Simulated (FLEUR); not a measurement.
# CuO (P4/mmm) in FLEUR: further runs

The runs below take CuO through band structure, equation of state, with PBEsol.

Everything below comes from runs of FLEUR MaX-R8.1 (later development tree). Logs are shortened: lines on timing, memory, paths and dates and some standing lists are left out, and cuts for length are marked.

## 1. The structure

Symmetry: P4/mmm, No. 123, tetragonal system. Conventional cell: a = 4.161 Å, b = 4.161 Å, c = 3.888 Å, α = 90.00°, β = 90.00°, γ = 90.00°. Cu (site symmetry mmm) is surrounded by 4 O at 1.94 to 2.08 Å. Cu (site symmetry 4/mmm) is surrounded by 6 O at 1.94 to 2.08 Å. Around O (site symmetry 4/mmm) lie 6 Cu at 1.94 to 2.08 Å. O (site symmetry mmm) has 4 Cu at 1.94 to 2.08 Å as nearest neighbours.

Measurements of this composition are mostly on another form, of space group No. 15.

## 2. Band structure, PBEsol

File inp.xml:

```xml
<?xml version="1.0" encoding="UTF-8" standalone="no"?>
<fleurInput fleurInputVersion="0.39">
   <comment>
      CuO                                                                                                 
   </comment>
   <calculationSetup>
      <cutoffs Kmax="5.08" Gmax="15.7" GmaxXC="15.7" numbands="0"/>
      <scfLoop itmax="60" minDistance="0.00001" maxIterBroyd="15" imix="Anderson" alpha="0.05" precondParam="0.0" spinf="2.0" sdNocoIR="T"/>
      <coreElectrons ctail="T" frcor="F" kcrel="0" coretail_lmax="0"/>
      <xcFunctional name="PBEs" relativisticCorrections="F"/>
      <magnetism jspins="1"/>
      <soc l_soc="F" theta="0.0" phi="0.0" spav="F"/>
      <expertModes spex="0" secvar="F"/>
      <geometryOptimization l_f="F" forcealpha="1.0" forcemix="BFGS" epsdisp="0.00001" epsforce="0.00001"/>
      <ldaU l_linMix="F" mixParam="0.05" spinf="1.0"/>
   </calculationSetup>
   <cell>
      <bzIntegration valenceElectrons="75.0" mode="hist" fermiSmearingEnergy="0.00183747">
         <kPointListSelection listName="default-1"/>
         <!-- k-points included here -->
         <xi:include xmlns:xi="http://www.w3.org/2001/XInclude" href="kpts.xml"> </xi:include>
      </bzIntegration>
      <!-- symmetry operations included here -->
      <xi:include xmlns:xi="http://www.w3.org/2001/XInclude" href="sym.xml"> </xi:include>
[... 42 lines left out ...]
         <relPos label="                   2">.0000000000 1.000/2.000 1.000/2.000</relPos>
         <force calculate="T" relaxXYZ="TTT"/>
      </atomGroup>
      <atomGroup species="Copper (Cu)">
         <relPos label="                   3">.0000000000 .0000000000 .0000000000</relPos>
         <force calculate="T" relaxXYZ="TTT"/>
      </atomGroup>
      <atomGroup species="Oxygen (O)">
         <relPos label="                   4">.0000000000 .0000000000 1.000/2.000</relPos>
         <force calculate="T" relaxXYZ="TTT"/>
      </atomGroup>
      <atomGroup species="Oxygen (O)">
         <relPos label="                   5">1.000/2.000 .0000000000 .0000000000</relPos>
         <relPos label="                   6">.0000000000 1.000/2.000 .0000000000</relPos>
         <force calculate="T" relaxXYZ="TTT"/>
      </atomGroup>
   </atomGroups>
   <output dos="F" band="F" slice="F">
      <checks vchk="F" cdinf="F"/>
      <bandDOS minEnergy="-.5*Htr" maxEnergy="0.5*Htr" sigma="0.015" storeEVData="T"/>
      <vacuumDOS vacdos="F" integ="F" star="F" nstars="0" locx1="0.0" locy1="0.0" locx2="0.0" locy2="0.0" nstm="0" tworkf="0.0"/>
      <unfoldingBand unfoldBand="F" supercellX="1" supercellY="1" supercellZ="1"/>
      <plotting iplot="0" polar="F">
         <plot TwoD="T" vec1="  1.0  0.0  0.0" vec2="  0.0  1.0  0.0" vec3="  0.0  0.0  1.0" zero="  0.0  0.0  0.0" file="plot"/>
      </plotting>
      <chargeDensitySlicing numkpt="0" minEigenval="0.0" maxEigenval="0.0" nnne="0" pallst="F"/>
      <specialOutput eonly="F"/>
      <moessbauerParams electricFieldGradient="T" isomerShift="T" coreHyperfine="T" valenceHyperfine="T"/>
      <magneticCircularDichroism mcd="F" energyLo="-10.0" energyUp="0.0"/>
   </output>
  <!-- We include the file relax.xml here to enable relaxations (see documentation) -->
  <xi:include xmlns:xi="http://www.w3.org/2001/XInclude" href="relax.xml"> <xi:fallback/> </xi:include>
</fleurInput>
```

File crystal.txt:

```
CuO
&input cartesian=F /
4.1609370000  0.0000000000  0.0000000000
0.0000000000  4.1609370000  0.0000000000
0.0000000000  0.0000000000  3.8876430000
1.8897261246
1.0 1.0 1.0

6
29 0.5000000000  0.0000000000  0.5000000000
29 0.0000000000  0.5000000000  0.5000000000
29 0.0000000000  0.0000000000  0.0000000000
8 0.0000000000  0.0000000000  0.5000000000
8 0.5000000000  0.0000000000  0.0000000000
8 0.0000000000  0.5000000000  0.0000000000

&kpt div1=7 div2=7 div3=7 gamma=T /
```

File inp.xml (bands):

```
<?xml version="1.0" encoding="UTF-8" standalone="no"?>
<fleurInput fleurInputVersion="0.39">
   <comment>
      CuO                                                                                                 
   </comment>
   <calculationSetup>
      <cutoffs Kmax="5.08" Gmax="15.7" GmaxXC="15.7" numbands="0"/>
      <scfLoop itmax="60" minDistance="0.00001" maxIterBroyd="15" imix="Anderson" alpha="0.05" precondParam="0.0" spinf="2.0" sdNocoIR="T"/>
      <coreElectrons ctail="T" frcor="F" kcrel="0" coretail_lmax="0"/>
      <xcFunctional name="PBEs" relativisticCorrections="F"/>
      <magnetism jspins="1"/>
      <soc l_soc="F" theta="0.0" phi="0.0" spav="F"/>
      <expertModes spex="0" secvar="F"/>
      <geometryOptimization l_f="F" forcealpha="1.0" forcemix="BFGS" epsdisp="0.00001" epsforce="0.00001"/>
      <ldaU l_linMix="F" mixParam="0.05" spinf="1.0"/>
   </calculationSetup>
   <cell>
      <bzIntegration valenceElectrons="75.0" mode="hist" fermiSmearingEnergy="0.00183747">
         <kPointListSelection listName="path-1"/>
         <!-- k-points included here -->
         <xi:include xmlns:xi="http://www.w3.org/2001/XInclude" href="kpts.xml"> </xi:include>
      </bzIntegration>
      <!-- symmetry operations included here -->
[... 43 lines left out ...]
         <relPos label="                   2">.0000000000 1.000/2.000 1.000/2.000</relPos>
         <force calculate="T" relaxXYZ="TTT"/>
      </atomGroup>
      <atomGroup species="Copper (Cu)">
         <relPos label="                   3">.0000000000 .0000000000 .0000000000</relPos>
         <force calculate="T" relaxXYZ="TTT"/>
      </atomGroup>
      <atomGroup species="Oxygen (O)">
         <relPos label="                   4">.0000000000 .0000000000 1.000/2.000</relPos>
         <force calculate="T" relaxXYZ="TTT"/>
      </atomGroup>
      <atomGroup species="Oxygen (O)">
         <relPos label="                   5">1.000/2.000 .0000000000 .0000000000</relPos>
         <relPos label="                   6">.0000000000 1.000/2.000 .0000000000</relPos>
         <force calculate="T" relaxXYZ="TTT"/>
      </atomGroup>
   </atomGroups>
   <output dos="F" band="T" slice="F">
      <checks vchk="F" cdinf="F"/>
      <bandDOS minEnergy="-.5*Htr" maxEnergy="0.5*Htr" sigma="0.015" storeEVData="T"/>
      <vacuumDOS vacdos="F" integ="F" star="F" nstars="0" locx1="0.0" locy1="0.0" locx2="0.0" locy2="0.0" nstm="0" tworkf="0.0"/>
      <unfoldingBand unfoldBand="F" supercellX="1" supercellY="1" supercellZ="1"/>
      <plotting iplot="0" polar="F">
         <plot TwoD="T" vec1="  1.0  0.0  0.0" vec2="  0.0  1.0  0.0" vec3="  0.0  0.0  1.0" zero="  0.0  0.0  0.0" file="plot"/>
      </plotting>
      <chargeDensitySlicing numkpt="0" minEigenval="0.0" maxEigenval="0.0" nnne="0" pallst="F"/>
      <specialOutput eonly="F"/>
      <moessbauerParams electricFieldGradient="T" isomerShift="T" coreHyperfine="T" valenceHyperfine="T"/>
      <magneticCircularDichroism mcd="F" energyLo="-10.0" energyUp="0.0"/>
   </output>
  <!-- We include the file relax.xml here to enable relaxations (see documentation) -->
  <xi:include xmlns:xi="http://www.w3.org/2001/XInclude" href="relax.xml"> <xi:fallback/> </xi:include>
</fleurInput>
```

Potentials or basis: all-electron, FLAPW.

The run is started by

```
$ inpgen -f crystal.txt -profile fastHighL
$ # inp.xml edited to the form shown
$ fleur_MPI
$ fleur_MPI   # second run, on inp.xml (bands)
```

The program printed:

```text
Welcome to FLEUR        (www.flapw.de)
      MaX-Release 8.1          (www.max-centre.eu)

 ========== k-point set info ==========
 Selected k-point list: default-1
 k-point list type: mesh
 7 x 7 x 7
 Number of k points: 40

 ------------Calculation Setup---------------------------
 Number of MPI-tasks      :            1
 Number of PE/node        :            1
 Number of OMP-threads    :            1
 Most efficient MPI parallelization for:
           1           2           4           5           8          10          20          40
 Additional eigenvalue parallelization possible
 Number of basis functions:         1228
 Approximate size of matrices (H+S) per k-point:         0.022 GB
 --------------------------------------------------------
 Iteration:     1   Distance:      46.61278244 me/bohr^3
 Iteration:     2   Distance:      35.32896813 me/bohr^3
 Iteration:     3   Distance:      14.76523879 me/bohr^3
 Iteration:     4   Distance:      13.05858643 me/bohr^3
 Iteration:     5   Distance:       6.65046423 me/bohr^3
 Iteration:     6   Distance:       4.85160430 me/bohr^3
 Iteration:     7   Distance:       3.76823937 me/bohr^3
 Iteration:     8   Distance:       1.88773088 me/bohr^3
 Iteration:     9   Distance:       1.26340598 me/bohr^3
 Iteration:    10   Distance:       0.89191164 me/bohr^3
[... 6 lines left out ...]
 Iteration:    17   Distance:       0.01242607 me/bohr^3
 Iteration:    18   Distance:       0.00752416 me/bohr^3
 Iteration:    19   Distance:       0.00164053 me/bohr^3
 Iteration:    20   Distance:       0.00108849 me/bohr^3
 Iteration:    21   Distance:       0.00072753 me/bohr^3
 Iteration:    22   Distance:       0.00018174 me/bohr^3
 Iteration:    23   Distance:       0.00003883 me/bohr^3
 Iteration:    24   Distance:       0.00001850 me/bohr^3
 Iteration:    25   Distance:       0.00001134 me/bohr^3
 Iteration:    26   Distance:       0.00000390 me/bohr^3

 ********************************************************************
 Run finished successfully
 Stop message:
   all done
 ********************************************************************
```

Wall time 15 min (1 thread of Arm Neoverse V1, shared host); peak memory 0.13 GiB.

What came out:

* Free energy: -141117.6324 eV
* Band gap along the path: none (metal or under the smearing width)
* Valence electrons inside the program's atomic spheres: Cu 17.12, 17.09; O 4.69, 4.64 (radii Cu 1.93, O 1.47 bohr)

Levels at the corners of the path, in eV from the Fermi level:
| point | band 34 | band 35 | band 36 | band 37 | band 38 | band 39 | band 40 | band 41 | band 42 | band 43 |
| --- | --- | --- | --- | --- | --- | --- | --- | --- | --- | --- |
| Γ | -1.72 | -1.51 | -1.48 | -1.48 | -1.48 | -1.38 | 1.22 | 5.94 | 7.43 | 8.71 |
| X | -1.66 | -1.56 | -1.50 | -0.99 | -0.74 | -0.66 | 3.73 | 3.90 | 8.37 | 8.46 |
| M | -1.46 | -1.39 | -0.77 | -0.48 | -0.48 | 0.95 | 3.52 | 6.18 | 6.18 | 8.32 |
| Γ | -1.72 | -1.51 | -1.48 | -1.48 | -1.48 | -1.38 | 1.22 | 5.94 | 7.43 | 8.71 |
| Z | -1.14 | -1.14 | -0.77 | -0.19 | -0.19 | 0.00 | 5.04 | 6.63 | 7.57 | 7.57 |
| R | -1.09 | -0.85 | -0.45 | -0.08 | 1.17 | 1.23 | 4.57 | 6.40 | 7.44 | 8.05 |
| A | -0.37 | 0.17 | 1.21 | 1.21 | 1.28 | 1.28 | 1.80 | 6.80 | 8.13 | 8.13 |
| Z | -1.14 | -1.14 | -0.77 | -0.19 | -0.19 | 0.00 | 5.04 | 6.63 | 7.57 | 7.57 |
| X | -1.66 | -1.56 | -1.50 | -0.99 | -0.74 | -0.66 | 3.73 | 3.90 | 8.37 | 8.46 |
| R | -1.09 | -0.85 | -0.45 | -0.08 | 1.17 | 1.23 | 4.57 | 6.40 | 7.44 | 8.05 |
| M | -1.46 | -1.39 | -0.77 | -0.48 | -0.48 | 0.95 | 3.52 | 6.18 | 6.18 | 8.32 |
| A | -0.37 | 0.17 | 1.21 | 1.21 | 1.28 | 1.28 | 1.80 | 6.80 | 8.13 | 8.13 |

Core levels (eV from the Fermi level):
| atom | levels |
| --- | --- |
| 1 Cu | 1s1/2 -8838.2, 2s1/2 -1058.7, 2p1/2 -927.4, 2p3/2 -907.0 |
| 2 Cu | 1s1/2 -8838.2, 2s1/2 -1058.7, 2p1/2 -927.4, 2p3/2 -907.0 |
| 3 Cu | 1s1/2 -8838.6, 2s1/2 -1059.2, 2p1/2 -927.9, 2p3/2 -907.5 |
| 4 O | 1s1/2 -505.3 |
| 5 O | 1s1/2 -503.9 |
| 6 O | 1s1/2 -503.9 |

Caveat: an odd number of electrons without spin polarisation forces a metal; a magnetic or distorted state may lie lower; the run has no spin polarisation, though such a crystal can be magnetic; semilocal functionals often make such compounds metallic where correlation or magnetic order opens a gap, which also shifts bond lengths.

(Continued in part 2 of 2.)
